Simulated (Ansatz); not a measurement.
The system is TaSi2.

```
CELL_PARAMETERS angstrom
4.78390 0.00000 0.00000
-2.39195 4.14298 0.00000
0.00000 0.00000 6.57000
ATOMIC_POSITIONS crystal
Ta 0.00000 0.50000 0.33333
Ta 0.50000 0.50000 0.66667
Ta 0.50000 0.00000 0.00000
Si 0.31794 0.15897 0.33333
Si 0.15897 0.84103 0.66667
Si 0.84103 0.68206 0.00000
Si 0.68206 0.84103 0.33333
Si 0.84103 0.15897 0.66667
Si 0.15897 0.31794 0.00000
```

Program: Ansatz 0.2.0. Alike in all runs: potentials or basis Ansatz PAW; no spin polarisation; cell as given; cutoff (eV) 420; smearing fermi-dirac 0.05 eV.

Problem. Order these runs on this cell by their pressure, lowest first.
A. level LDA; k mesh 7 × 7 × 4; points for each segment of the path 10
B. level PBEsol+U; U Ta d U = 5 eV; k mesh 5 × 5 × 3; hubbard projectors ortho-atomic (the default); double counting fll (the default)
C. level PBEsol; k mesh 7 × 7 × 4; points for each segment of the path 10

Solution. A (-5.7 GPa), C (-2.2 GPa), B (-0.6 GPa).

Caveats: the PAW data sets come from PBE, with cores solved anew for the run's functional, which leaves a small shift of forces and pressure; U without spin polarisation on a metal has little footing (some runs); the U is typed as a test and isn't derived for this compound (some runs).

Not every run made on this cell is shown here.
